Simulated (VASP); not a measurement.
# Y (Pm-3m) in VASP: notebook, part 2 of 2

VASP 6.6.1. The steps go on from the part before.

### 3 Single point, PBE, collinear spin, typed start

This run uses another cell than the first one, of 30.87 Å³/atom, 0.880 times its volume.

Contents of INCAR:

```
SYSTEM = Y
PREC = Accurate ; ENCUT = 520
EDIFF = 1E-6 ; ISMEAR = -1
SIGMA = 0.05 ; LREAL = .FALSE.
LASPH = .TRUE. ; NELM = 150
ALGO = Normal ; ISIF = 2
LWAVE = .FALSE. ; LCHARG = .FALSE.
ISPIN = 2 ; MAGMOM = 0.47
LORBIT = 11 ; LMAXMIX = 4
GGA = PE ; NBANDS = 16
```

Contents of KPOINTS:

```
regular mesh
0
G
  11 11 11
  0 0 0
```

Contents of POSCAR:

```
Y
1.0
    3.1368986043      0.0000000000      0.0000000000
    0.0000000000      3.1368986043      0.0000000000
    0.0000000000      0.0000000000      3.1368986043
Y
1
Direct
    0.0000000000      0.0000000000      0.0000000000
```

Potentials or basis: VASP PAW PBE potentials, release 64 (Y_sv).

The run is started by

```sh
$ cat potpaw_PBE.64/Y_sv/POTCAR > POTCAR
$ mpirun -np 1 vasp_std > vasp.out
```

OUTCAR:

```text
SYSTEM = Y
   PREC = Accurate
   ENCUT = 520
   EDIFF = 1E-6
   ISMEAR = -1
   LREAL = .FALSE.
   LASPH = .TRUE.
   NELM = 150
   ISIF = 2
   ISPIN = 2
   LORBIT = 11
   GGA = PE

 ion  position               nearest neighbor table
   1  0.000  0.000  0.000-

  LATTYP: Found a simple cubic cell.
 ALAT       =     3.1368986043

  Lattice vectors:

 A1 = (   3.1368986043,   0.0000000000,   0.0000000000)
 A2 = (   0.0000000000,   3.1368986043,   0.0000000000)
 A3 = (   0.0000000000,   0.0000000000,   3.1368986043)

Analysis of symmetry for initial positions (statically):
=====================================================================
 Subroutine PRICEL returns:
 Original cell was already a primitive cell.

 Routine SETGRP: Setting up the symmetry group for a
 simple cubic supercell.

 Subroutine GETGRP returns: Found 48 space group operations
 (whereof 48 operations were pure point group operations)
 out of a pool of 48 trial point group operations.

The static configuration has the point symmetry O_h .

Analysis of symmetry for dynamics (positions and initial velocities):
=====================================================================
 Subroutine PRICEL returns:
 Original cell was already a primitive cell.

 Routine SETGRP: Setting up the symmetry group for a
 simple cubic supercell.

 Subroutine GETGRP returns: Found 48 space group operations
 (whereof 48 operations were pure point group operations)
 out of a pool of 48 trial point group operations.

The dynamic configuration has the point symmetry O_h .

Analysis of structural, dynamic, and magnetic symmetry:
=====================================================================
 Subroutine PRICEL returns:
 Original cell was already a primitive cell.

 Routine SETGRP: Setting up the symmetry group for a
 simple cubic supercell.

 Subroutine GETGRP returns: Found 48 space group operations
 (whereof 48 operations were pure point group operations)
 out of a pool of 48 trial point group operations.

[... 135 lines left out ...]

 number of electron      10.9999999 magnetization       0.5923782

 Free energy of the ion-electron system (eV)
  ---------------------------------------------------
  ext. energy  EPLUGINS =         0.00000000
  ---------------------------------------------------
  free energy    TOTEN  =        -5.61538030 eV

  energy without entropy =       -5.60373737  energy(sigma->0) =       -5.60955883

 E-fermi :   3.3334     XC(G=0):  -9.6009

 val. band max:        3.3156232859   @ k =   0.4545   0.0909   0.0909
 cond. band min:       3.3544663843   @ k =   0.1818   0.1818   0.0000
 fundamental gap:      0.0388430984
 Fermi energy:         3.3334470253

 spin component 1

 k-point     1 :       0.0000    0.0000    0.0000
  band No.  band energies     occupation
      1     -39.5666      1.00000
      2     -19.0982      1.00000
      3     -19.0982      1.00000
      4     -19.0982      1.00000
      5      -1.4906      1.00000
      6       2.2181      1.00000
[... 435 lines left out ...]
      5       0.2166      1.00000
      6       2.9359      0.99965
[... 8 lines left out ...]
     15      21.1696      0.00000
     16      21.7407      0.00000

 [... further k-points ...]

 spin component 2

 k-point     1 :       0.0000    0.0000    0.0000
  band No.  band energies     occupation
      1     -39.3666      1.00000
      2     -18.8756      1.00000
      3     -18.8756      1.00000
      4     -18.8756      1.00000
      5      -1.1075      1.00000
      6       2.9606      0.99942
[... 435 lines left out ...]
      5       0.6063      1.00000
      6       3.6803      0.00097
[... 8 lines left out ...]
     15      21.5599      0.00000
     16      22.1126      0.00000

 [... further k-points ...]

------------------------ aborting loop because EDIFF is reached ----------------------------------------

  FORCE on cell =-STRESS in cart. coord.  units (eV):
  Direction    XX          YY          ZZ          XY          YZ          ZX
  --------------------------------------------------------------------------------------
  -------------------------------------------------------------------------------------
  Total        0.7592805      0.7592805      0.7592805     -0.0000000     -0.0000000     -0.0000000
  in kB       39.4104492     39.4104492     39.4104492     -0.0000000     -0.0000000     -0.0000000
  external PRESSURE =      39.4104492 kB  Pullay stress =       0.0000000 kB

 VOLUME and BASIS-vectors are now :
 -----------------------------------------------------------------------------
  energy-cutoff  :      520.00
  volume of cell :       30.87
      direct lattice vectors                 reciprocal lattice vectors
     3.136898604  0.000000000  0.000000000     0.318786205  0.000000000  0.000000000
     0.000000000  3.136898604  0.000000000     0.000000000  0.318786205  0.000000000
     0.000000000  0.000000000  3.136898604     0.000000000  0.000000000  0.318786205

 POSITION                                       TOTAL-FORCE (eV/Angst)
 -----------------------------------------------------------------------------------
      0.00000      0.00000      0.00000         0.000000      0.000000      0.000000
 -----------------------------------------------------------------------------------
    total drift:                                0.000000      0.000000      0.000000

  FREE ENERGIE OF THE ION-ELECTRON SYSTEM (eV)
  ---------------------------------------------------
  free  energy   TOTEN  =        -5.6153803023 eV

  energy  without entropy=       -5.6037373671  energy(sigma->0) =       -5.60955883

 total charge

# of ion       s       p       d       f       tot
--------------------------------------------------
    1        2.288   6.175   1.158   0.010   9.632

 magnetization (x)

# of ion       s       p       d       f       tot
--------------------------------------------------
    1        0.037   0.049   0.377   0.003   0.466
```

Wall time 20 s (1 thread of Intel Xeon Platinum 8559C (Emerald Rapids), shared host); peak memory 0.18 GiB.

What came out:

```
Free energy                                           : -5.6154 eV
Pressure                                              : 3.9 GPa
Band gap on the k mesh                                : none (metal or under the smearing width)
Net moment                                            : 0.59 μB per cell
Site moments                                          : Y +0.47 μB
Valence electrons inside the program's atomic spheres : Y 9.63
```

### 4 Single point, PBE, collinear spin, typed start

This run uses another cell than the first one, of 32.27 Å³/atom, 0.920 times its volume.

Contents of INCAR:

```
SYSTEM = Y
  PREC = Accurate
  ENCUT = 520
  EDIFF = 1E-6
  ISMEAR = -1
  SIGMA = 0.05
  LREAL = .False.
  LASPH = .True.
  NELM = 150
  ALGO = Fast
  ISIF = 2
  LWAVE = .False.
  LCHARG = .False.
  ISPIN = 2
  MAGMOM = 0.47
  LORBIT = 11
  LMAXMIX = 4
  GGA = PE
  NBANDS = 16
```

Contents of KPOINTS:

```
Automatic mesh
0
Gamma
  11 11 11
  0 0 0
```

Contents of POSCAR:

```
Y
1.0
    3.1837248901      0.0000000000      0.0000000000
    0.0000000000      3.1837248901      0.0000000000
    0.0000000000      0.0000000000      3.1837248901
Y
1
Direct
    0.0000000000      0.0000000000      0.0000000000
```

The run is started by

```sh
$ cat potpaw_PBE.64/Y_sv/POTCAR > POTCAR
$ mpirun -np 1 vasp_std > vasp.out
```

It took 33 s on 1 thread of Intel Xeon Platinum 8559C (Emerald Rapids), shared host; peak memory 0.18 GiB.

Results (log left out):

| Property | Result |
| --- | --- |
| Free energy | -5.6426 eV |
| Pressure | 2.3 GPa |
| Band gap on the k mesh | none (metal or under the smearing width) |
| Net moment | 0.62 μB per cell |
| Site moments | Y +0.48 μB |
| Valence electrons inside the program's atomic spheres | Y 9.57 |

Levels at points of the mesh, in eV from the Fermi level:
Spin up:
| k point | band 4 | band 5 | band 6 | band 7 | band 8 | band 9 |
| --- | --- | --- | --- | --- | --- | --- |
| (0.00, 0.00, 0.00) | -22.55 | -4.77 | -1.06 | -1.06 | 5.52 | 5.52 |
Spin down:
| k point | band 1 | band 2 | band 3 | band 4 | band 5 | band 6 | band 7 | band 8 | band 9 | band 10 |
| --- | --- | --- | --- | --- | --- | --- | --- | --- | --- | --- |
| (0.00, 0.00, 0.00) | -42.76 | -22.32 | -22.32 | -22.32 | -4.37 | -0.29 | -0.29 | 5.69 | 5.69 | 5.69 |

### 5 The runs side by side

| cell | k mesh | gap on the mesh (eV) | pressure (GPa) | moment (μB) |
| --- | --- | --- | --- | --- |
| Pm-3m, 35.08 Å³/atom | 16 × 16 × 16 | none | -0.1 | 0.75 |
| Pm-3m, 30.87 Å³/atom | 11 × 11 × 11 | none | 3.9 | 0.59 |
| Pm-3m, 32.27 Å³/atom | 11 × 11 × 11 | none | 2.3 | 0.62 |

Alike in all rows: task single point; level PBE; potentials or basis VASP PAW PBE potentials, release 64 (Y_sv); spin collinear, typed start; cutoff (eV) 520; smearing fermi-dirac 0.05 eV.

Every run on the cell as given and a fine mesh finds a metal.

Total energies depend on the potentials used, so only differences within one code and one set of settings carry meaning.
